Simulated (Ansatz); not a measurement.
## From the elastic tensor of KCl at -0.8 GPa (stress–strain coefficients) to moduli and sound speeds

The calculation used Ansatz, DFT LDA, scalar-relativistic, plane waves, PAW. Cutoff 420 eV, 6×6×6 k-points (Γ-centred), fixed occupations. No spin polarisation.

Symmetry: F-43m, No. 216, cubic system. Conventional cell: a = 6.915 Å, b = 6.915 Å, c = 6.915 Å, α = 90.00°, β = 90.00°, γ = 90.00°. K (site symmetry -43m) is surrounded by 4 Cl at 2.99 Å. Cl (site symmetry -43m) is surrounded by 4 K at 2.99 Å.

The cell is the ideal cubic zincblende prototype; this isn't the usual structure of the compound.

Relaxed-ion constants (GPa, on the Cartesian axes of the calculation):
```
12.4 10.7 10.7  0.0  0.0  0.0
10.7 12.4 10.7  0.0  0.0  0.0
10.7 10.7 12.4  0.0  0.0  0.0
 0.0  0.0  0.0  3.8  0.0  0.0
 0.0  0.0  0.0  0.0  3.8  0.0
 0.0  0.0  0.0  0.0  0.0  3.8
```

Density 1.498 g/cm³; 2 atoms in 82.65 Å³.

The values that follow are for a polycrystal of randomly turned grains, by Hill's mean where one number stands. In a crystal this anisotropic the Voigt and Reuss bounds lie far apart, so Hill's mean and the sound speeds and Debye temperature from it are rough.

```
Bulk modulus, Voigt / Reuss / Hill          : 11.3 / 11.3 / 11.3 GPa
Shear modulus, Voigt / Reuss / Hill         : 2.6 / 1.6 / 2.1 GPa
Young's modulus                             : 6 GPa
Poisson ratio                               : 0.411
Pugh ratio B/G                              : 5.30
Universal anisotropy index                  : 2.96
Longitudinal and transverse sound speeds    : 3067 and 1191 m/s
Debye temperature from the mean sound speed : 116 K
```

Cost: 1 run of about 1.6 core-minutes, on Intel Xeon Processor @ 2.50GHz (Skylake/Cascade Lake) (shared hosts).